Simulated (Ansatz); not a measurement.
Crystal: HfC.

```xyz
4
Lattice="3.3429 0.0000 0.0000 -1.6714 2.8950 0.0000 0.0000 0.0000 5.2027" Properties=species:S:1:pos:R:3 pbc="T T T"
Hf    0.0000    1.9300    1.3007
Hf    1.6714    0.9650    3.9020
C     0.0000    0.0000    2.6014
C     0.0000    0.0000    0.0000
```

The cell comes from a database or a generator and needn't be the stable form of this composition.

Base run:

```yaml
Program: Ansatz 0.2.0
Functional: r2SCAN
Potentials_or_basis: Ansatz PAW
Cutoff: "500 eV (not typed: the program's choice for these potentials)"
k_mesh: 9 × 9 × 5
Occupations: fermi-dirac, width 0.05 eV
Spin: no spin polarisation
```

Its results: band gap on the k mesh none (metal or under the smearing width); pressure -2.7 GPa.

**Question.** The run is repeated on the same cell with these changes: hubbard terms from none to Hf d U = 6 eV; hubbard projectors from none to ortho-atomic (the default). What comes out?

**Answer.** Band gap on the k mesh none (metal or under the smearing width); pressure 6.8 GPa.

Caveats: spin-orbit coupling is left out, which moves the levels of the heavy elements; the PAW data sets come from PBE, with cores solved anew for the run's functional, which leaves a small shift of forces and pressure; U without spin polarisation on a metal has little footing (some runs); the U is typed as a test and isn't derived for this compound (some runs).
